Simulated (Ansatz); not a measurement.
# Au (Fm-3m) in Ansatz: a series of runs

One crystal, Au, is run at these levels: PBEsol+D3(BJ); tasks: single point, equation of state.

All numbers are computed with Ansatz 0.2.0; they aren't measurements. Logs are shortened: lines on timing, memory, paths and dates and some standing lists are left out, and cuts for length are marked.

**Measured values to compare with.**

From “Exploring toroidal anvil profiles for larger sample volumes above 4 Mbar”, 2024, pmc:11102561, for a bulk crystal of Au: bulk modulus 167 GPa.

How close the calculation comes is told below.

**1. The structure**

Symmetry: Fm-3m, No. 225, cubic system. Conventional cell: a = 4.070 Å, b = 4.070 Å, c = 4.070 Å, α = 90.00°, β = 90.00°, γ = 90.00°. Au (site symmetry m-3m) is surrounded by 12 Au at 2.88 Å.

**2. Single point, PBEsol+D3(BJ), 15.84 Å³/atom (volume scaled by 0.94)**

The input, input.yaml:

```yaml
crystal:
  lattice:
    - [0.0, 1.9934577312, 1.9934577312]
    - [1.9934577312, 0.0, 1.9934577312]
    - [1.9934577312, 1.9934577312, 0.0]
  atoms:
    - { symbol: Au, position: [0.0, 0.0, 0.0] }
hamiltonian:
  xc: pbesol
  pseudopotentials: { kind: paw }
  dispersion: d3bj
kpoints:
  mp_grid: { grid: [11, 11, 11] }
scf:
  occupations: { method: fermi_dirac, width: 0.05 }
output:
  forces: true
  stress: true
  eigenvalues: true
  write_density: true
  write_potential: true
  elf: true
  volumetric_format: npy
```

Potentials or basis: Ansatz PAW.

Run with:

```
> ansatz run input.yaml --threads 2 --pin off --max-ram 5120MiB --backend cpu --events-out ev --progress --plain --runs-dir out
```

Log:

```text
Warning: RAYON_NUM_THREADS=2 ignored (pool sized by the plan → 2); use --threads N
Engine: ansatz 0.2.0, x86_64-unknown-linux-gnu
Pseudopotentials: kind: paw
Pseudopotential: Au, paw, valence charge 19, recommended cutoff 420 eV (normal), Au.paw.azcp
Functional definition: PBEsol
  exchange = pbesol_x
  correlation = pbesol_c
Crystal: 1 atoms, lattice volume = 15.843 Å³
Basis set: ecut = 420 eV, 331 PW (Γ), exchange–correlation on 40×40×40 points (8 copies of the dense FFT grid, shifted against one another)
Bands: 14, of which v1, the nominal top of the filled ones, is band 10 counted from 1 (9 counted from 0)
Symmetry: 48 space group operations
Space group: Fm-3m (ITA 225), of the structure as read, at distance tolerance 2.5e-5 Å
k-points: 56 of 1331
Non-local potential: Au, projectors of the file, l = 0: 3, l = 1: 2, l = 2: 2, l = 3: 1
PAW form: soft (Blöchl's): semilocal exchange-correlation on the pseudo side does not see the compensation charge
PAW frozen core: Au, regenerated for the run's functional, and the local potential with it (the file was generated under x = pbe(κ = 0.804, μ = 0.2195149727645171), c = pbe(β = 0.06672455060314922))
PAW one-centre angular grid: Au, 590 points (default); XC on 64 Gauss nodes
Initial density: superposition of atomic densities (neutral atoms: chi_scale 0, normalization atom), corrected by the library's trained network
Initial wavefunctions: pseudopotential atomic-orbital guess
Functional: x = pbesol(κ = 0.804, μ = 0.12345679012345678), c = pbesol(β = 0.046)
SCF iter   1: F=—  HF=-13007.739126 eV  |F-HF|=—  |Δ(HF+E_count)|=         —  Δρ=6.46e-3  dr2=5.83e-3  ethr=1.77e-3  ⟨swp⟩=4.8  Hψ=4003  notcnv=0
preconditioner: auto → none  [metal: Δε(μ)=0.105 eV  Ē_g=16.754 eV  σ=0.050 eV  W_gap=0.48  n_scr=8 (ndim 8)  ℏωp=30.9 eV  f_vac=0.000  D(μ)=0.34/eV (n_scr^D=0)  sad-step TF]
SCF iter   2: F=—  HF=-13007.737739 eV  |F-HF|=—  |Δ(HF+E_count)|=   1.39e-3  Δρ=2.86e-3  dr2=1.06e-3  ethr=3.07e-5  ⟨swp⟩=1.2  Hψ=1246  notcnv=0
SCF iter   3: F=—  HF=-13007.737449 eV  |F-HF|=—  |Δ(HF+E_count)|=   2.91e-4  Δρ=3.94e-4  dr2=9.06e-6  ethr=5.58e-6  ⟨swp⟩=2.0  Hψ=1042  notcnv=0
SCF iter   4: F=—  HF=-13007.737453 eV  |F-HF|=—  |Δ(HF+E_count)|=   4.62e-6  Δρ=4.47e-5  dr2=1.58e-7  ethr=4.77e-8  ⟨swp⟩=2.2  Hψ=1109  notcnv=0
iter 5 did not close the SCF: its close was put off for the readings that it lacked (scf_convergence_deferred on its scf_iter line)
SCF iter   5: F=-13007.737453 eV  HF=-13007.737453 eV  |F-HF|=2.55e-10  |Δ(HF+E_count)|=   1.01e-7  Δρ=2.51e-6  dr2=1.90e-10  ethr=8.32e-10  ⟨swp⟩=2.2  Hψ=1242  notcnv=0
SCF iter   6: F=-13007.737453 eV  HF=-13007.737453 eV  |F-HF|=5.46e-12  |Δ(HF+E_count)|=  2.89e-10  Δρ=3.61e-7  dr2=1.48e-11  ethr=1.00e-12  ⟨swp⟩=4.8  Hψ=3772  notcnv=0
SCF 1 converged in 6 iterations: F = -13007.737453 eV  dr2 = 1.48e-11
SCF converged after 6 iterations
Free energy (F): -13007.737453 eV
Harris-Foulkes:  -13007.737453 eV  (|F-HF|=5.46e-12)
Internal energy: -13007.734957 eV  (E = F + TS)
E sigma→0 (E₀):  -13007.736205 eV
Entropy (-TS):   -0.002496 eV (-2.496 meV/atom)
Fermi energy:    22.507487 eV
--- Per-component energies (eV) ---
  E_band       = -176.615345
  E_kinetic    = 606.563499
  E_local      = -1597.148277  (includes V_loc(G=0)·N_el)
  E_nonlocal   = 77.496001
  E_hartree    = 687.947823
  E_xc         = -227.551209
  E_vxc        = -275.906509  (∫ρ·V_xc dr)
  E_paw        = -9565.725957  (= ΣΔE_a)
  E_vpaw       = -363.517298  (= ΣTr[D̂ρ^β])
  E_aug_tail   = 0.001396  (compensation charges beyond the density's cutoff)
  E_ewald      = -2988.947276
  E_disp       = -0.680435  (pairwise vdW)
  E_core_change = 0.309479  (= ΣΔE_core)
  E_smearing   = -0.002496  (= −TS)
  E_closure    = -0.000000  (closes the sum)
  Σ components = -13007.737453   (vs F -13007.737453, Δ=0.00e0)
--- Forces (eV/Å), atoms counted from 1 ---
  atom   1  Au    -0.00000000     0.00000000    -0.00000000
  max |Σ_I F_I| component: 1.15e-31 eV/Å
--- Stress (GPa, compression-positive) ---
        8.289975       0.000000      -0.000000
        0.000000       8.289975       0.000000
       -0.000000      -0.000000       8.289975
  P = ⅓ Tr σ = 8.2900 GPa (82.900 kbar)
--- Band table (eV; the first three rows and the last of 56) ---
  k-point 0: bands = ["-83.2078", "-34.4824", "-34.4824", "-34.4824", "11.8180", "17.4531", "17.4531", "17.4531", "19.1958", "19.1958", "36.8380", "41.2442", "41.2442", "41.2442"]
  k-point 1: bands = ["-83.2065", "-34.5060", "-34.4859", "-34.4859", "12.1249", "17.3473", "17.5602", "17.5602", "19.1475", "19.1475", "37.2221", "39.6433", "41.6461", "41.6461"]
  k-point 2: bands = ["-83.2028", "-34.5692", "-34.4953", "-34.4953", "12.9632", "17.1703", "17.7541", "17.7541", "19.1462", "19.1462", "36.6215", "38.1190", "42.6854", "42.6854"]
  k-point 55: bands = ["-83.1849", "-34.6876", "-34.6718", "-34.5902", "15.9691", "16.5735", "17.2205", "19.0420", "20.8215", "27.0648", "28.6953", "29.7750", "33.0658", "44.2138"]
```

Wall time 0.42 s (2 threads of Intel Xeon 6975P-C (Granite Rapids), shared host); peak memory 0.33 GiB.

Results:

```yaml
Free_energy: -13007.7375 eV
Pressure: 8.3 GPa
Band_gap_on_the_k_mesh: none (metal or under the smearing width)
```

Caveat: pairwise dispersion overbinds metals, which lowers pressure and volume; the PAW data sets come from PBE, with cores solved anew for the run's functional, which leaves a small shift of forces and pressure.

**3. Single point, PBEsol+D3(BJ), 16.18 Å³/atom (volume scaled by 0.96)**

Changes to input.yaml since step 2:

```diff
@@ -2,5 +2,5 @@
   lattice:
-    - [0.0, 1.9934577312, 1.9934577312]
-    - [1.9934577312, 0.0, 1.9934577312]
-    - [1.9934577312, 1.9934577312, 0.0]
+    - [0.0, 2.0074966285, 2.0074966285]
+    - [2.0074966285, 0.0, 2.0074966285]
+    - [2.0074966285, 2.0074966285, 0.0]
   atoms:
```

Potentials or basis: Ansatz PAW.

Run with:

```
> ansatz run input.yaml --threads 2 --pin off --max-ram 5120MiB --backend cpu --events-out ev --progress --plain --runs-dir out
```

Run time: 0.44 s. Hardware: 2 threads of Intel Xeon 6975P-C (Granite Rapids), shared host; peak memory 0.33 GiB.

It converged, with:

* Free energy: -13007.7497 eV
* Pressure: 3.4 GPa
* Band gap on the k mesh: none (metal or under the smearing width)

Caveat: pairwise dispersion overbinds metals, which lowers pressure and volume; the PAW data sets come from PBE, with cores solved anew for the run's functional, which leaves a small shift of forces and pressure.

**4. Single point, PBEsol+D3(BJ), 16.52 Å³/atom (volume scaled by 0.98)**

The input, input.yaml:

```yaml
crystal:
  lattice:
    - [0.0, 2.0213418704, 2.0213418704]
    - [2.0213418704, 0.0, 2.0213418704]
    - [2.0213418704, 2.0213418704, 0.0]
  atoms:
    - { symbol: Au, position: [0.0, 0.0, 0.0] }
hamiltonian:
  xc: pbesol
  pseudopotentials: { kind: paw }
  dispersion: d3bj
kpoints:
  mp_grid: { grid: [11, 11, 11] }
scf:
  occupations: { method: fermi_dirac, width: 0.05 }
output:
  forces: true
  stress: true
  eigenvalues: true
```

Run with:

```
> ansatz run input.yaml --threads 2 --pin off --max-ram 5120MiB --backend cpu --events-out ev --progress --plain --runs-dir out
```

Wall time 0.37 s (2 threads of Intel Xeon 6975P-C (Granite Rapids), shared host); peak memory 0.33 GiB.

Results (log left out):

| Property | Result |
| --- | --- |
| Free energy | -13007.7523 eV |
| Pressure | -0.8 GPa |
| Band gap on the k mesh | none (metal or under the smearing width) |

Caveat: pairwise dispersion overbinds metals, which lowers pressure and volume; the PAW data sets come from PBE, with cores solved anew for the run's functional, which leaves a small shift of forces and pressure.

**5. Single point, PBEsol+D3(BJ), 16.85 Å³/atom**

Changes to input.yaml since step 4:

```diff
@@ -2,5 +2,5 @@
   lattice:
-    - [0.0, 2.0213418704, 2.0213418704]
-    - [2.0213418704, 0.0, 2.0213418704]
-    - [2.0213418704, 2.0213418704, 0.0]
+    - [0.0, 2.035, 2.035]
+    - [2.035, 0.0, 2.035]
+    - [2.035, 2.035, 0.0]
   atoms:
```

Run with:

```
> ansatz run input.yaml --threads 2 --pin off --max-ram 5120MiB --backend cpu --events-out ev --progress --plain --runs-dir out
```

Run time: 0.35 s. Hardware: 2 threads of Intel Xeon 6975P-C (Granite Rapids), shared host; peak memory 0.33 GiB.

It converged, with:

```
Free energy            : -13007.7466 eV
Pressure               : -4.5 GPa
Band gap on the k mesh : none (metal or under the smearing width)
```

Caveat: pairwise dispersion overbinds metals, which lowers pressure and volume; the PAW data sets come from PBE, with cores solved anew for the run's functional, which leaves a small shift of forces and pressure.

**6. Single point, PBEsol+D3(BJ), 17.19 Å³/atom (volume scaled by 1.02)**

Changes to input.yaml since step 5:

```diff
@@ -2,5 +2,5 @@
   lattice:
-    - [0.0, 2.035, 2.035]
-    - [2.035, 0.0, 2.035]
-    - [2.035, 2.035, 0.0]
+    - [0.0, 2.048477214, 2.048477214]
+    - [2.048477214, 0.0, 2.048477214]
+    - [2.048477214, 2.048477214, 0.0]
   atoms:
@@ -19 +19,5 @@
   eigenvalues: true
+  write_density: true
+  write_potential: true
+  elf: true
+  volumetric_format: npy
```

Potentials or basis: Ansatz PAW.

Run with:

```
> ansatz run input.yaml --threads 2 --pin off --max-ram 5120MiB --backend cpu --events-out ev --progress --plain --runs-dir out
```

Run time: 0.45 s. Hardware: 2 threads of Intel Xeon 6975P-C (Granite Rapids), shared host; peak memory 0.33 GiB.

The run converged. Its results:

```
Free energy            : -13007.7337 eV
Pressure               : -7.7 GPa
Band gap on the k mesh : none (metal or under the smearing width)
```

Caveat: pairwise dispersion overbinds metals, which lowers pressure and volume; the PAW data sets come from PBE, with cores solved anew for the run's functional, which leaves a small shift of forces and pressure.

**7. Single point, PBEsol+D3(BJ), 17.53 Å³/atom (volume scaled by 1.04)**

The input, input.yaml:

```yaml
crystal:
  lattice:
    - [0.0, 2.0617793868, 2.0617793868]
    - [2.0617793868, 0.0, 2.0617793868]
    - [2.0617793868, 2.0617793868, 0.0]
  atoms:
    - { symbol: Au, position: [0.0, 0.0, 0.0] }
hamiltonian:
  xc: pbesol
  pseudopotentials: { kind: paw }
  dispersion: d3bj
kpoints:
  mp_grid: { grid: [11, 11, 11] }
scf:
  occupations: { method: fermi_dirac, width: 0.05 }
output:
  forces: true
  stress: true
  eigenvalues: true
```

Run with:

```
> ansatz run input.yaml --threads 2 --pin off --max-ram 5120MiB --backend cpu --events-out ev --progress --plain --runs-dir out
```

Run time: 0.35 s. Hardware: 2 threads of Intel Xeon 6975P-C (Granite Rapids), shared host; peak memory 0.33 GiB.

It converged, with:

```
Free energy            : -13007.7143 eV
Pressure               : -10.6 GPa
Band gap on the k mesh : none (metal or under the smearing width)
```

Caveat: pairwise dispersion overbinds metals, which lowers pressure and volume; the PAW data sets come from PBE, with cores solved anew for the run's functional, which leaves a small shift of forces and pressure.

**8. Single point, PBEsol+D3(BJ), 17.87 Å³/atom (volume scaled by 1.06)**

Changes to input.yaml since step 7:

```diff
@@ -2,5 +2,5 @@
   lattice:
-    - [0.0, 2.0617793868, 2.0617793868]
-    - [2.0617793868, 0.0, 2.0617793868]
-    - [2.0617793868, 2.0617793868, 0.0]
+    - [0.0, 2.0749120936, 2.0749120936]
+    - [2.0749120936, 0.0, 2.0749120936]
+    - [2.0749120936, 2.0749120936, 0.0]
   atoms:
```

Run with:

```
> ansatz run input.yaml --threads 2 --pin off --max-ram 5120MiB --backend cpu --events-out ev --progress --plain --runs-dir out
```

Wall time 0.37 s (2 threads of Intel Xeon 6975P-C (Granite Rapids), shared host); peak memory 0.33 GiB.

The run converged. Its results:

| Property | Result |
| --- | --- |
| Free energy | -13007.6895 eV |
| Pressure | -13.0 GPa |
| Band gap on the k mesh | none (metal or under the smearing width) |

Caveat: pairwise dispersion overbinds metals, which lowers pressure and volume; the PAW data sets come from PBE, with cores solved anew for the run's functional, which leaves a small shift of forces and pressure.

**9. Equation of state, PBEsol+D3(BJ)**

Potentials or basis: Ansatz PAW.

This step only gathers the single runs of the series.

Results:

```
Equilibrium volume                      : 16.45 Å³/atom
Bulk modulus                            : 199 GPa
Pressure derivative of the bulk modulus : 5.7
```

Energy against volume, from the lowest point:
```
volume (Å³/atom)  energy (meV/atom)
          15.843              14.88
          16.181               2.66
          16.518               0.00
          16.855               5.69
          17.192              18.67
          17.529              37.99
          17.866              62.82
```

**10. How close it comes**

Step 9. A measured bulk modulus of Au is 167 GPa (quoted in “Exploring toroidal anvil profiles for larger sample volumes above 4 Mbar”, 2024, pmc:11102561); the calculated 199 GPa misses it by +19.0 %. The fit is for a static lattice scaled at fixed shape and fixed fractional positions.
